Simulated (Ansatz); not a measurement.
# AlRu: the cost of one run

Computed with Ansatz 0.2.0 (DFT PBEsol, scalar-relativistic, plane waves, PAW, unless a step's input says otherwise).

3 further runs of the same task are left out: 3 set aside as unsound or not needed.

## (1) The structure to begin with

The structure is cubic, space group Pm-3m (No. 221). Conventional cell: a = 2.978 Å, b = 2.978 Å, c = 2.978 Å, α = 90.00°, β = 90.00°, γ = 90.00°. Al (site symmetry m-3m) has 8 Ru at 2.58 Å as nearest neighbours. Around Ru (site symmetry m-3m) lie 8 Al at 2.58 Å.

As a file:

```cif
data_structure
_symmetry_space_group_name_H-M 'P 1'
_symmetry_Int_Tables_number 1
_cell_length_a 2.9783
_cell_length_b 2.9783
_cell_length_c 2.9783
_cell_angle_alpha 90.000
_cell_angle_beta 90.000
_cell_angle_gamma 90.000
_cell_volume 26.42
loop_
_atom_site_label
_atom_site_type_symbol
_atom_site_fract_x
_atom_site_fract_y
_atom_site_fract_z
_atom_site_occupancy
Al1 Al 0.00000 0.00000 0.00000 1
Ru1 Ru 0.50000 0.50000 0.50000 1
```

This cell was relaxed beforehand with the same method: volume 13.21 Å³/atom, gap on the mesh none (metal).

## (2) The cell at 0.98 of its volume

input.yaml reads:

```yaml
crystal:
  lattice:
    - [2.9582683922, 0.0, 0.0]
    - [0.0, 2.9582683922, 0.0]
    - [0.0, 0.0, 2.9582683922]
  atoms:
    - { symbol: Al, position: [0.0, 0.0, 0.0] }
    - { symbol: Ru, position: [0.5, 0.5, 0.5] }
basis:
  ecutwfc: 420
kpoints:
  mp_grid: { grid: [14, 14, 14] }
hamiltonian:
  xc: pbesol
scf:
  occupations: { method: fermi_dirac, width: 0.15 }
output:
  forces: true
  stress: true
  eigenvalues: true
```

On the command line:

```console
$ ansatz run input.yaml --threads 1 --pin off --max-ram 3072MiB --backend cpu --events-out ev --progress --plain --runs-dir out
```

Q: Estimate wall time and peak memory on 1 thread of Intel Xeon Platinum 8259CL at 2.50GHz (Skylake/Cascade Lake), shared host.

About 3.1 s, with a peak of 0.38 GiB.
